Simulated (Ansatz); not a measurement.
The cell comes from COD entry 9004178, which wasn't checked; take it as a given geometry. The listed cell was then made from it by scaling, straining or moving an atom.

An input for ZnO: DFT, LDA, all-electron LAPW, scalar-relativistic (Ansatz 0.2.0).

Command: `ansatz run input.yaml --threads 1 --pin off --max-ram 4096MiB --backend cpu --events-out ev --progress --plain --runs-dir out` The run took 66 s on 1 thread of Arm Neoverse V1 (shared host), peak memory 0.4 GiB.

```yaml
crystal:
  lattice:
    - [3.2921588739, 0.0, 0.0]
    - [-1.6460794369, 2.851093218, 0.0]
    - [0.0, 0.0, 5.2722789056]
  atoms:
    - { symbol: Zn, position: [0.3333333333, 0.6666666667, 0.0] }
    - { symbol: Zn, position: [0.6666666667, 0.3333333333, 0.5] }
    - { symbol: O, position: [0.3333333333, 0.6666666667, 0.3821] }
    - { symbol: O, position: [0.6666666667, 0.3333333333, 0.8821] }
kpoints:
  mp_grid: { grid: [8, 8, 5] }
  band_path:
    path:
      - [0.0, 0.0, 0.0]
      - [0.5, 0.0, 0.0]
      - [0.3333333333, 0.3333333333, 0.0]
      - [0.0, 0.0, 0.0]
      - [0.0, 0.0, 0.5]
      - [0.5, 0.0, 0.5]
      - [0.3333333333, 0.3333333333, 0.5]
      - [0.0, 0.0, 0.5]
      - [0.5, 0.0, 0.5]
    npoints: 5
scf:
  occupations: { method: fermi_dirac, width: 0.01 }
hamiltonian:
  xc: lda
  pseudopotentials: { kind: all_electron, lapw: { basis_error: 0.0005 } }
output:
  forces: true
  stress: true
  eigenvalues: true
```

Set-up and iterations as logged by Ansatz (the results part is left out, to be predicted):

```
LAPW: plane waves up to 10.860 Å⁻¹, error target 5.0e-4 eV per atom; small_component_spin mean_spin; O in spheres of 0.900 Å, 8 of its electrons in bands, Dirac shells []; Zn in spheres of 1.100 Å, 20 of its electrons in bands, Dirac shells []
Engine: ansatz 0.2.0
Pseudopotentials: kind: all_electron
Pseudopotential: Zn, LAPW, valence charge 20, Koelling and Harmon's equation, gaussian nucleus
Pseudopotential: O, LAPW, valence charge 8, Koelling and Harmon's equation, gaussian nucleus
Functional definition: SPW92
  exchange = slater_x
  correlation = pw_c
Crystal: 4 atoms, lattice volume = 49.487 Å³
Basis set: ecut = 449.34722128594365 eV, 1087 PW (Γ), exchange–correlation at level 2
Bands: 34, of which v1, the nominal top of the filled ones, is band 28 counted from 1 (27 counted from 0)
Symmetry: 12 space group operations
Space group: P63mc (ITA 186), of the structure as read, at distance tolerance 3.7e-5 Å
k-points: 30 of 320 (time reversal used)
Non-local potential: Zn, projectors of the file, none
Non-local potential: O, projectors of the file, none
Initial density: superposition of atomic densities (chi_scale 0.1, normalization cell, long waves kept (reshape's long-wave potential 0.00 eV rms))
Initial wavefunctions: plane waves of lowest kinetic energy (no species holds an atomic orbital)
Functional: x = slater, c = lda
iter 1 solved again at ethr=1.21e-2 eV; its pass at ethr=1.00e-1 eV (dr2=6.79e0 eV) is discarded
SCF iter   1: F=—  HF=-101677.024355 eV  |F-HF|=—  |Δ(HF+E_count)|=         —  Δρ=1.05e-1  dr2=6.79e0  ethr=1.21e-2  ⟨swp⟩=2.0  Hψ=6438  notcnv=0
iter 2 solved again at ethr=2.36e-4 eV; its pass at ethr=1.21e-2 eV (dr2=1.32e-1 eV) is discarded
SCF iter   2: F=—  HF=-101674.364309 eV  |F-HF|=—  |Δ(HF+E_count)|=    2.66e0  Δρ=2.22e-2  dr2=1.32e-1  ethr=2.36e-4  ⟨swp⟩=2.0  Hψ=5413  notcnv=0
SCF iter   3: F=—  HF=-101674.113735 eV  |F-HF|=—  |Δ(HF+E_count)|=   2.51e-1  Δρ=2.55e-2  dr2=4.57e-1  ethr=2.35e-4  ⟨swp⟩=3.0  Hψ=3409  notcnv=0
SCF iter   4: F=—  HF=-101674.086837 eV  |F-HF|=—  |Δ(HF+E_count)|=         —  Δρ=6.80e-3  dr2=2.91e-2  ethr=2.35e-4  ⟨swp⟩=3.0  Hψ=3280  notcnv=0
the basis was enlarged: its passes take 267.7 KiB over the memory plan, 1 of 1 planned eigensolver slots
SCF iter   5: F=—  HF=-101673.981140 eV  |F-HF|=—  |Δ(HF+E_count)|=   1.06e-1  Δρ=3.53e-3  dr2=3.56e-3  ethr=5.19e-5  ⟨swp⟩=3.0  Hψ=3299  notcnv=0
SCF iter   6: F=—  HF=-101673.979501 eV  |F-HF|=—  |Δ(HF+E_count)|=   1.64e-3  Δρ=1.23e-3  dr2=1.16e-3  ethr=6.37e-6  ⟨swp⟩=3.0  Hψ=3195  notcnv=0
SCF iter   7: F=—  HF=-101673.979288 eV  |F-HF|=—  |Δ(HF+E_count)|=   2.13e-4  Δρ=2.79e-4  dr2=5.73e-5  ethr=2.06e-6  ⟨swp⟩=2.0  Hψ=2910  notcnv=0
SCF iter   8: F=—  HF=-101673.979292 eV  |F-HF|=—  |Δ(HF+E_count)|=   4.71e-6  Δρ=3.43e-5  dr2=8.23e-7  ethr=1.02e-7  ⟨swp⟩=2.7  Hψ=2982  notcnv=0
SCF iter   9: F=-101673.979292 eV  HF=-101673.979292 eV  |F-HF|=9.81e-9  |Δ(HF+E_count)|=   7.65e-9  Δρ=7.32e-6  dr2=3.38e-8  ethr=1.47e-9  ⟨swp⟩=2.0  Hψ=2911  notcnv=0
```

(1) What pressure will this run report?

(2) How large will the largest force be?

(3) Is there a band gap?

## Answers

(1) -11.66 GPa (positive in compression).

(2) 0.040 eV/Å.

(3) 0.68 eV, direct at Γ.
